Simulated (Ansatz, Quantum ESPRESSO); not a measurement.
An Ansatz (a program for electronic structure) input for a self-consistent single point of InCuS2 (I-42d, 8 atoms in the cell) (DFT, PBE, plane waves, default PAW files):

Ansatz 0.2 input:
```yaml
# InCuS2
crystal:
  lattice:
    - [-2.75558000, 2.75558000, 5.55377300]
    - [2.75558000, -2.75558000, 5.55377300]
    - [2.75558000, 2.75558000, -5.55377300]
  atoms:
    - { symbol: In, position: [0.50000000, 0.50000000, 0.00000000] }
    - { symbol: In, position: [0.25000000, 0.75000000, 0.50000000] }
    - { symbol: Cu, position: [0.75000000, 0.25000000, 0.50000000] }
    - { symbol: Cu, position: [0.00000000, 0.00000000, 0.00000000] }
    - { symbol: S, position: [0.87500000, 0.90380000, 0.52880000] }
    - { symbol: S, position: [0.09620000, 0.62500000, 0.97120000] }
    - { symbol: S, position: [0.37500000, 0.34620000, 0.47120000] }
    - { symbol: S, position: [0.65380000, 0.12500000, 0.02880000] }
basis:
  ecutwfc: 420.0
kpoints:
  mp_grid: { grid: [4, 4, 4] }
hamiltonian:
  xc: pbe
  pseudopotentials: { kind: paw }
scf:
  occupations: { method: gaussian, width: 0.136 }
output:
  forces: true
  eigenvalues: true
  stress: true
```

Write the same calculation as an input for Quantum ESPRESSO.

One input that does it (others would too):

```fortran
&CONTROL
    calculation = 'scf'
    prefix = 'pwscf'
    outdir = './tmp'
    pseudo_dir = './'
    verbosity = 'high'
    tprnfor = .true.
    tstress = .true.
/
&SYSTEM
    ibrav = 0
    nat = 8
    ntyp = 3
    ecutwfc = 50
    ecutrho = 300
    occupations = 'smearing'
    smearing = 'gauss'
    degauss = 0.0099958
/
&ELECTRONS
    conv_thr = 1.0d-10
    mixing_beta = 0.7
/
ATOMIC_SPECIES
In   114.8180  In.pbe-dn-kjpaw_psl.1.0.0.UPF
Cu    63.5460  Cu.pbe-dn-kjpaw_psl.1.0.0.UPF
S     32.0600  S.pbe-n-kjpaw_psl.1.0.0.UPF
CELL_PARAMETERS {angstrom}
  -2.755580000     2.755580000     5.553773000
   2.755580000    -2.755580000     5.553773000
   2.755580000     2.755580000    -5.553773000
ATOMIC_POSITIONS {crystal}
In    0.500000000    0.500000000    0.000000000
In    0.250000000    0.750000000    0.500000000
Cu    0.750000000    0.250000000    0.500000000
Cu    0.000000000    0.000000000    0.000000000
S     0.875000000    0.903800000    0.528800000
S     0.096200000    0.625000000    0.971200000
S     0.375000000    0.346200000    0.471200000
S     0.653800000    0.125000000    0.028800000
K_POINTS {automatic}
4 4 4  0 0 0
```

Basis, cutoffs, solver keys and any potentials are the target program's own. This input uses DFT, PBE, plane waves, PSlibrary PAW (PBE) pseudopotentials.

The starting cell comes from a database of computed structures (which also holds hypothetical and non-ambient phases and stackings), without a prior relaxation at this level. Its lattice was rescaled by a random factor within 2.5 % of one. For this run, on top of that: lattice scaled by 0.98.
